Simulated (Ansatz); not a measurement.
## Tuning gaps by epitaxial strain

Plane-wave DFT in Ansatz, r2SCAN, scalar-relativistic PAW potentials, cutoff 500 eV, no spin-orbit coupling; no spin polarisation. Equal strain along a and b of the conventional cell, c and the atoms relaxed; gaps sought over the whole zone.

| crystal | strain: gap (eV) |
| --- | --- |
| ZnS (P6_3mc) | -3.0 %: 2.746; -2.0 %: 2.778; -1.0 %: 2.787; +0.0 %: 2.777; +1.0 %: 2.753; +2.0 %: 2.657; +3.0 %: 2.555 |
| SiC (P6_3mc) | -6.0 %: 1.720; -4.0 %: 2.089; -2.0 %: 2.397; +0.0 %: 2.652; +2.0 %: 2.783; +4.0 %: 2.594; +6.0 %: 2.314 |
| SnO₂ (P4_2/mnm) | -6.0 %: 2.406; -4.0 %: 2.196; -2.0 %: 1.980; +0.0 %: 1.768; +2.0 %: 1.577; +4.0 %: 1.424; +6.0 %: 1.321 |
| AlN (P6_3mc) | -4.5 %: 5.313; -3.0 %: 5.296; -1.5 %: 5.201; +0.0 %: 4.880; +1.5 %: 4.560; +3.0 %: 4.248; +4.5 %: 3.950 |

Question: What are the slopes on either side of zero strain, and why can they differ?

Answer: ZnS (P6_3mc) -10 and -24; SiC (P6_3mc) +128 and +66; SnO₂ (P4_2/mnm) -106 and -96; AlN (P6_3mc) -214 and -213 meV per % (over the first step on the compressive side, then on the tensile side; a positive slope means the gap grows as the plane is stretched). The slope drops from the first side to the second in SiC (P6_3mc). The gap is the smallest distance between any valence top and conduction valley, so its slope drops where another pair takes over. In SiC (P6_3mc) the strain keeps the symmetry, so nothing splits at zero; most likely two bands or valleys cross within a step of it. Relaxations kept the strained cell's symmetry, so distortions at large strain weren't sought, and coherent films seldom hold more than 2 to 3 %. The slope of one pair of band edges is as a rule more reliable than the Kohn–Sham gap, while the strain at which pairs cross shifts with the functional.

Cost: about 28 core-minutes for the runs cited, on Arm Neoverse V2, Arm Neoverse V1, Intel Xeon Processor @ 2.50GHz (Skylake/Cascade Lake) (shared hosts).